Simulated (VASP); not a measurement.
Write the native input for VASP 6.6.1 that does the following.

* Task: single point
* Functional: PBE
* Dispersion: D3(BJ)
* Potentials or basis: VASP PAW PBE potentials, release 64 (Ga_d, P)
* Cutoff: 520 eV
* k mesh: 3 × 3 × 4
* Occupations: gaussian, width 0.15 eV
* Spin: no spin polarisation
* Dipole correction: no
* Further INCAR settings: ALGO = Normal; EDIFF = 1e-06; NBANDS = 26

The structure of GaP lies in POSCAR:

```
GaP
1.0
    4.8258220000     -0.3687150000      0.6360270000
   -0.5021350000      4.5233420000     -0.4143280000
   -0.1211980000      0.2250330000      4.0277310000
Ga P
2 2
Direct
    0.5639187844      0.5105279352      0.1762713164
    0.4999767124      0.0272643168      0.7278936159
   -0.0173218972      0.5787074556      0.5436998888
    0.9186783069      0.9821266056      0.0067232257
```

The cell was built by a generator and needn't be a form met in nature.

These files were run (other wordings do the same):

INCAR

```
PREC     = Accurate       # precision mode
ENCUT    = 520            # plane-wave cutoff, eV
EDIFF    = 1E-6           # SCF threshold, eV
ISMEAR   = 0              # smearing method
SIGMA    = 0.15           # smearing width, eV
LREAL    = F              # projectors in reciprocal space
LASPH    = T              # aspherical terms in the spheres
NELM     = 100            # most SCF steps
ALGO     = Normal         # electronic algorithm
ISIF     = 2              # what is computed and relaxed
LWAVE    = F              # write WAVECAR
LCHARG   = F              # write CHGCAR
GGA      = PE             # functional
IVDW     = 12             # dispersion correction
NBANDS   = 26             # bands
```

KPOINTS

```
Automatic mesh
0
Gamma
  3 3 4
```

Potentials or basis: VASP PAW PBE potentials, release 64 (Ga_d, P).

Run with:

```console
$ cat potpaw_PBE.64/Ga_d/POTCAR potpaw_PBE.64/P/POTCAR > POTCAR
$ mpirun -np 1 vasp_std > vasp.out
```

Results of the run:

```json
{
 "Pressure": "-7.3 GPa",
 "Largest force": "1.473 eV/Å",
 "Band gap on the k mesh": "none (metal or under the smearing width)",
 "Dispersion energy per atom": "-0.288 eV"
}
```

Caveat: the k mesh is coarse (spacing up to 0.47 Å⁻¹), so the values aren't converged.

It took 62 s on 1 thread of AMD EPYC 7R43 64-Core Processor (Zen 3) (shared host), peak memory 0.17 GiB.
